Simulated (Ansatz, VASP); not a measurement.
## Two plane-wave programs on PbF2

File POSCAR:

```
PbF2
1.0
    0.0000000000      2.9698500000      2.9698500000
    2.9698500000      0.0000000000      2.9698500000
    2.9698500000      2.9698500000      0.0000000000
Pb F
1 2
Direct
    0.0000000000      0.0000000000      0.0000000000
    0.2500000000      0.2500000000      0.2500000000
    0.7500000000      0.7500000000      0.7500000000
```

The input INCAR.step1:

```
ALGO     = Normal         # electronic algorithm
EDIFF    = 1E-4           # SCF threshold, eV
ENCUT    = 520            # plane-wave cutoff, eV
GGA      = PE             # functional
ISMEAR   = 0              # smearing method
LASPH    = True           # aspherical terms in the spheres
LCHARG   = False          # write CHGCAR
LREAL    = False          # projectors in reciprocal space
LWAVE    = True           # write WAVECAR
NBANDS   = 21             # bands
NELM     = 80             # most SCF steps
PREC     = Accurate       # precision mode
SIGMA    = 0.05           # smearing width, eV
```

INCAR.step2

```
ALGO     = Normal         # electronic algorithm
EDIFF    = 1E-6           # SCF threshold, eV
ENCUT    = 520            # plane-wave cutoff, eV
ISIF     = 2              # what is computed and relaxed
ISMEAR   = 0              # smearing method
ISTART   = 1            
LASPH    = True           # aspherical terms in the spheres
LCHARG   = False          # write CHGCAR
LMIXTAU  = True         
LREAL    = False          # projectors in reciprocal space
LWAVE    = False          # write WAVECAR
METAGGA  = R2SCAN         # meta-GGA
NBANDS   = 21             # bands
NELM     = 80             # most SCF steps
PREC     = Accurate       # precision mode
SIGMA    = 0.05           # smearing width, eV
```

KPOINTS

```
k-points
0
Gamma
  8 8 8
```

Input for Ansatz:

```yaml
crystal:
  lattice:
    - [0.0, 2.96985, 2.96985]
    - [2.96985, 0.0, 2.96985]
    - [2.96985, 2.96985, 0.0]
  atoms:
    - { symbol: Pb, position: [0.0, 0.0, 0.0] }
    - { symbol: F, position: [0.25, 0.25, 0.25] }
    - { symbol: F, position: [0.75, 0.75, 0.75] }
basis:
  ecutwfc: 500
kpoints:
  mp_grid: { grid: [8, 8, 8] }
hamiltonian:
  xc: r2scan
scf:
  occupations: { method: gaussian, width: 0.05 }
output:
  forces: true
  stress: true
  eigenvalues: true
```

Alike in both runs: task single point; functional r2SCAN; k mesh 8 × 8 × 8; occupations gaussian, width 0.05 eV; no spin polarisation.

|  | VASP | Ansatz |
| --- | --- | --- |
| version | VASP 6.6.1 | Ansatz 0.2.0 |
| potentials or method | VASP PAW PBE potentials, release 64 (Pb_d, F) | scalar-relativistic, plane waves, PAW |
| plane-wave cutoff (eV) | 520 | 500 |
| valence electrons in the cell | 28 | 28 |

|  | VASP | Ansatz | Ansatz less VASP |
| --- | --- | --- | --- |
| gap on the k mesh at the Fermi level (eV) | 4.93 | 4.93 | -0.001 |
| least direct gap on the mesh (eV) | 5.08 | 5.08 | -0.002 |
| pressure (GPa) | -0.8 | -0.7 | +0.08 |

The functional is the same, so the differences come from potentials, cutoffs and numerics.

Caveats: the PAW data sets were made with another functional, which shifts forces and pressure a little (VASP); spin-orbit coupling is left out, which as a rule narrows the gap of such compounds by several tenths of an eV. r2SCAN opens gaps a little over a GGA but as a rule still falls short of measured ones. A k mesh can miss the band edges.
